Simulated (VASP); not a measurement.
Wanted: the native input for a VASP 6.6.1 run.

```yaml
Task: single point
Functional: PBE
Potentials_or_basis: VASP PAW PBE potentials, release 64 (K_sv, Br)
Cutoff: 520 eV
k_mesh: 6 × 6 × 6
Occupations: gaussian, width 0.02 eV
Spin: no spin polarisation
Dipole_correction: no
Further_INCAR_settings: ALGO = Fast; EDIFF = 1e-07; NBANDS = 15
```

The structure of KBr lies in POSCAR:

```
KBr
1.0
    0.0000000000      3.1519690560      3.1519690560
    3.1519690560      0.0000000000      3.1519690560
    3.1519690560      3.1519690560      0.0000000000
K Br
1 1
Direct
    0.0000000000      0.0000000000      0.0000000000
    0.5000000000      0.5000000000      0.5000000000
```

The cell isn't the ideal one: F replaced by Br, lengths x 1.145, strained and moved within the space group.

The input as run:

INCAR

```
SYSTEM = KBr
PREC = Accurate
ENCUT = 520
EDIFF = 1E-7
ISMEAR = 0
SIGMA = 0.02
LREAL = .False.
LASPH = .True.
NELM = 80
ALGO = Fast
ISIF = 2
LWAVE = .False.
LCHARG = .False.
GGA = PE
NBANDS = 15
```

KPOINTS

```
regular mesh
0
Gamma
  6 6 6
  0 0 0
```

Potentials or basis: VASP PAW PBE potentials, release 64 (K_sv, Br).

Run with:

```console
$ cat potpaw_PBE.64/K_sv/POTCAR potpaw_PBE.64/Br/POTCAR > POTCAR
$ mpirun -np 1 vasp_std > vasp.out
```

It gave:

```yaml
Pressure: 4.0 GPa
Band_gap_on_the_k_mesh: 4.84 eV, direct
```

Wall time 17 s on 1 thread of AMD EPYC 9R45 96-Core Processor (Zen 5), with other jobs on the host, peak memory 0.17 GiB.
